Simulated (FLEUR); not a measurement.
# TaN (Fm-3m) in FLEUR: further runs, part 2 of 2

FLEUR MaX-R8.1 (later development tree).

### Step 3. Equation of state, SCAN, 10.16 Å³/atom (volume scaled by 0.94)

Changes to inp.xml since step 2:

```diff
@@ -6,3 +6,3 @@
    <calculationSetup>
-      <cutoffs Kmax="4.86" Gmax="15.1" GmaxXC="15.1" numbands="0"/>
+      <cutoffs Kmax="5.0" Gmax="15.5" GmaxXC="15.5" numbands="0"/>
       <scfLoop itmax="60" minDistance="0.00001" maxIterBroyd="15" imix="Anderson" alpha="0.05" precondParam="0.0" spinf="2.0" sdNocoIR="T"/>
@@ -27,3 +27,3 @@
       <xi:include xmlns:xi="http://www.w3.org/2001/XInclude" href="sym.xml"> </xi:include>
-      <bulkLattice scale="1.0">
+      <bulkLattice scale="0.9795861087">
          <bravaisMatrix>
@@ -37,3 +37,3 @@
       <species name="Tantalum (Ta)" element="Ta" atomicNumber="73">
-         <mtSphere radius="2.39" gridPoints="791" logIncrement="0.017"/>
+         <mtSphere radius="2.32" gridPoints="791" logIncrement="0.017"/>
          <atomicCutoffs lmax="10" lnonsphr="8"/>
@@ -52,3 +52,3 @@
       <species name="Nitrogen (N)" element="N" atomicNumber="7">
-         <mtSphere radius="1.48" gridPoints="489" logIncrement="0.021"/>
+         <mtSphere radius="1.44" gridPoints="489" logIncrement="0.021"/>
          <atomicCutoffs lmax="8" lnonsphr="6"/>
```

Potentials or basis: all-electron, FLAPW.

Started as:

```
$ inpgen -f crystal.txt -profile fastHighL
$ # inp.xml edited to the form shown
$ fleur_MPI
```

The program printed:

```text
Welcome to FLEUR        (www.flapw.de)
      MaX-Release 8.1          (www.max-centre.eu)
 func_ids         267         263         267         263
 MetaGGA potential functional detected - V_tau will be computed
 Auxiliary Potential for radial basis: exchange=         117  correlation=         130
The functional 'SCAN exchange of Sun, Ruzsinszky, and Perdew' is an exchange functional, it belongs to the 'MGGA' family and is defined in the reference(s):
[1] J. Sun, A. Ruzsinszky, and J. P. Perdew.,  Phys. Rev. Lett. 115, 036402 (2015)
The functional 'SCAN correlation of Sun, Ruzsinszky, and Perdew' is a correlation functional, it belongs to the 'MGGA' family and is defined in the reference(s):
[1] J. Sun, A. Ruzsinszky, and J. P. Perdew.,  Phys. Rev. Lett. 115, 036402 (2015)
 Using same functional for VXC and EXC

 ========== k-point set info ==========
 Selected k-point list: default-1
 k-point list type: mesh
 10 x 10 x 10
 Number of k points: 47

 ------------Calculation Setup---------------------------
 Number of MPI-tasks      :            1
 Number of PE/node        :            1
 Number of OMP-threads    :            1
 Most efficient MPI parallelization for:
           1          47
 Additional eigenvalue parallelization possible
 Number of basis functions:          358
 Approximate size of matrices (H+S) per k-point:         0.002 GB
 --------------------------------------------------------
The functional 'Hammer, Hansen, and Norskov' is an exchange functional, it belongs to the 'GGA' family and is defined in the reference(s):
[1] B. Hammer, L. B. Hansen, and J. K. Nørskov.,  Phys. Rev. B 59, 7413 (1999)
The functional 'Perdew, Burke & Ernzerhof' is a correlation functional, it belongs to the 'GGA' family and is defined in the reference(s):
[1] J. P. Perdew, K. Burke, and M. Ernzerhof.,  Phys. Rev. Lett. 77, 3865 (1996)
[2] J. P. Perdew, K. Burke, and M. Ernzerhof.,  Phys. Rev. Lett. 78, 1396 (1997)
 Using same functional for VXC and EXC
 Using auxiliary GGA potential for the first iteration of MetaGGA calculation.
 Reset of history
 Reset of history
 Iteration:     1   Distance:      56.59087191 me/bohr^3
The functional 'Hammer, Hansen, and Norskov' is an exchange functional, it belongs to the 'GGA' family and is defined in the reference(s):
[1] B. Hammer, L. B. Hansen, and J. K. Nørskov.,  Phys. Rev. B 59, 7413 (1999)
The functional 'Perdew, Burke & Ernzerhof' is a correlation functional, it belongs to the 'GGA' family and is defined in the reference(s):
[1] J. P. Perdew, K. Burke, and M. Ernzerhof.,  Phys. Rev. Lett. 77, 3865 (1996)
[2] J. P. Perdew, K. Burke, and M. Ernzerhof.,  Phys. Rev. Lett. 78, 1396 (1997)
 Using same functional for VXC and EXC
 Iteration:     2   Distance:      51.78447703 me/bohr^3
The functional 'Hammer, Hansen, and Norskov' is an exchange functional, it belongs to the 'GGA' family and is defined in the reference(s):
[1] B. Hammer, L. B. Hansen, and J. K. Nørskov.,  Phys. Rev. B 59, 7413 (1999)
The functional 'Perdew, Burke & Ernzerhof' is a correlation functional, it belongs to the 'GGA' family and is defined in the reference(s):
[1] J. P. Perdew, K. Burke, and M. Ernzerhof.,  Phys. Rev. Lett. 77, 3865 (1996)
[2] J. P. Perdew, K. Burke, and M. Ernzerhof.,  Phys. Rev. Lett. 78, 1396 (1997)
 Using same functional for VXC and EXC
 Iteration:     3   Distance:      48.50415277 me/bohr^3
The functional 'Hammer, Hansen, and Norskov' is an exchange functional, it belongs to the 'GGA' family and is defined in the reference(s):
[1] B. Hammer, L. B. Hansen, and J. K. Nørskov.,  Phys. Rev. B 59, 7413 (1999)
[... 75 lines left out ...]
The functional 'Hammer, Hansen, and Norskov' is an exchange functional, it belongs to the 'GGA' family and is defined in the reference(s):
[1] B. Hammer, L. B. Hansen, and J. K. Nørskov.,  Phys. Rev. B 59, 7413 (1999)
The functional 'Perdew, Burke & Ernzerhof' is a correlation functional, it belongs to the 'GGA' family and is defined in the reference(s):
[1] J. P. Perdew, K. Burke, and M. Ernzerhof.,  Phys. Rev. Lett. 77, 3865 (1996)
[2] J. P. Perdew, K. Burke, and M. Ernzerhof.,  Phys. Rev. Lett. 78, 1396 (1997)
 Using same functional for VXC and EXC
 Iteration:    15   Distance:       0.00023257 me/bohr^3
The functional 'Hammer, Hansen, and Norskov' is an exchange functional, it belongs to the 'GGA' family and is defined in the reference(s):
[1] B. Hammer, L. B. Hansen, and J. K. Nørskov.,  Phys. Rev. B 59, 7413 (1999)
The functional 'Perdew, Burke & Ernzerhof' is a correlation functional, it belongs to the 'GGA' family and is defined in the reference(s):
[1] J. P. Perdew, K. Burke, and M. Ernzerhof.,  Phys. Rev. Lett. 77, 3865 (1996)
[2] J. P. Perdew, K. Burke, and M. Ernzerhof.,  Phys. Rev. Lett. 78, 1396 (1997)
 Using same functional for VXC and EXC
 Iteration:    16   Distance:       0.00000919 me/bohr^3

 ********************************************************************
 Run finished successfully
 Stop message:
   all done
 ********************************************************************
```

out.xml (last iteration):

```text
<iteration numberForCurrentRun="   16" overallNumber="   16">
         <energyParameters units="Htr">
            <atomicEP atomType="1" spin="1" branch="6s" branchLowest="-1.77" branchHighest="2.98" value="0.3885547084"/>
            <atomicEP atomType="1" spin="1" branch="6p" branchLowest="-0.44" branchHighest="4.05" value="0.5155979312"/>
            <atomicEP atomType="1" spin="1" branch="5d" branchLowest="-7.28" branchHighest="1.33" value="0.5583715408"/>
            <atomicEP atomType="1" spin="1" branch="4f" branchLowest="-9.99" branchHighest="-0.03" value="-0.0092973385"/>
[... 119 lines left out ...]
            </atomTypeDependentContributions>
            <tkbTimesEntropy value="0.0001853623"/>
            <freeEnergy value="-15680.5007825472"/>
            <extrapolationTo0K value="-15680.5006898660"/>
         </totalEnergy>
         <densityConvergence units="me/bohr^3">
            <chargeDensity spin="1" distance="0.0000091893"/>
         </densityConvergence>
      </iteration>
```

Wall time 45 s (1 thread of Arm Neoverse V1, shared host); peak memory 0.08 GiB.

What came out:

```yaml
Free_energy: -426688.1633 eV
Band_gap_on_the_k_mesh: none (metal or under the smearing width)
Valence_electrons_inside_the_program's_atomic_spheres: Ta 24.43; N 3.53 (radii Ta 2.32, N 1.44 bohr)
```

Caveat: the meta-GGA is that of a development version, with a GGA for the radial functions and cores and without core tails.

### Step 4. Equation of state, SCAN, 10.38 Å³/atom (volume scaled by 0.96)

Changes to inp.xml since step 3:

```diff
@@ -27,3 +27,3 @@
       <xi:include xmlns:xi="http://www.w3.org/2001/XInclude" href="sym.xml"> </xi:include>
-      <bulkLattice scale="0.9795861087">
+      <bulkLattice scale="0.9864848297">
          <bravaisMatrix>
```

Started as:

```
$ inpgen -f crystal.txt -profile fastHighL
$ # inp.xml edited to the form shown
$ fleur_MPI
```

It took 52 s on 1 thread of Arm Neoverse V1, shared host; peak memory 0.08 GiB.

It converged, with:

- Free energy: -426688.1855 eV
- Band gap on the k mesh: none (metal or under the smearing width)
- Valence electrons inside the program's atomic spheres: Ta 24.39; N 3.51 (radii Ta 2.32, N 1.44 bohr)

Caveat: the meta-GGA is that of a development version, with a GGA for the radial functions and cores and without core tails.

### Step 5. Equation of state, SCAN, 10.81 Å³/atom

Changes to inp.xml since step 4:

```diff
@@ -27,3 +27,3 @@
       <xi:include xmlns:xi="http://www.w3.org/2001/XInclude" href="sym.xml"> </xi:include>
-      <bulkLattice scale="0.9864848297">
+      <bulkLattice scale="1.0000000000">
          <bravaisMatrix>
```

Started as:

```
$ inpgen -f crystal.txt -profile fastHighL
$ # inp.xml edited to the form shown
$ fleur_MPI
```

It took 57 s on 1 thread of Arm Neoverse V1, shared host; peak memory 0.08 GiB.

It converged, with:

```
Free energy                                           : -426688.1689 eV
Band gap on the k mesh                                : none (metal or under the smearing width)
Valence electrons inside the program's atomic spheres : Ta 24.31; N 3.48 (radii Ta 2.32, N 1.44 bohr)
```

Caveat: the meta-GGA is that of a development version, with a GGA for the radial functions and cores and without core tails.

### Step 6. Equation of state, SCAN, 11.25 Å³/atom (volume scaled by 1.04)

Changes to inp.xml since step 5:

```diff
@@ -27,3 +27,3 @@
       <xi:include xmlns:xi="http://www.w3.org/2001/XInclude" href="sym.xml"> </xi:include>
-      <bulkLattice scale="1.0000000000">
+      <bulkLattice scale="1.0131594038">
          <bravaisMatrix>
```

Potentials or basis: all-electron, FLAPW.

Started as:

```
$ inpgen -f crystal.txt -profile fastHighL
$ # inp.xml edited to the form shown
$ fleur_MPI
```

Run time: 60 s. Hardware: 1 thread of Arm Neoverse V1, shared host; peak memory 0.08 GiB.

The run converged. Its results:

| Property | Result |
| --- | --- |
| Free energy | -426688.0854 eV |
| Band gap on the k mesh | none (metal or under the smearing width) |
| Valence electrons inside the program's atomic spheres | Ta 24.25; N 3.45 (radii Ta 2.32, N 1.44 bohr) |

Caveat: the meta-GGA is that of a development version, with a GGA for the radial functions and cores and without core tails.

### Step 7. Equation of state, SCAN, 11.46 Å³/atom (volume scaled by 1.06)

Changes to inp.xml since step 6:

```diff
@@ -27,3 +27,3 @@
       <xi:include xmlns:xi="http://www.w3.org/2001/XInclude" href="sym.xml"> </xi:include>
-      <bulkLattice scale="1.0131594038">
+      <bulkLattice scale="1.0196128224">
          <bravaisMatrix>
```

Started as:

```
$ inpgen -f crystal.txt -profile fastHighL
$ # inp.xml edited to the form shown
$ fleur_MPI
```

Wall time 61 s (1 thread of Arm Neoverse V1, shared host); peak memory 0.08 GiB.

Results (log left out):

| Property | Result |
| --- | --- |
| Free energy | -426688.0222 eV |
| Band gap on the k mesh | none (metal or under the smearing width) |
| Valence electrons inside the program's atomic spheres | Ta 24.21; N 3.43 (radii Ta 2.32, N 1.44 bohr) |

Caveat: the meta-GGA is that of a development version, with a GGA for the radial functions and cores and without core tails.

### Step 8. Equation of state, SCAN

Potentials or basis: all-electron, FLAPW.

This step only gathers the single runs of the series.

Results:

```
Equilibrium volume : 10.50 Å³/atom
Bulk modulus       : 353 GPa
```

Energy against volume, from the lowest point:
| volume (Å³/atom) | energy (meV/atom) |
| --- | --- |
| 10.164 | 11.11 |
| 10.381 | 0.00 |
| 10.813 | 8.31 |
| 11.246 | 50.09 |
| 11.462 | 81.68 |

Caveat: the meta-GGA is that of a development version, with a GGA for the radial functions and cores and without core tails.
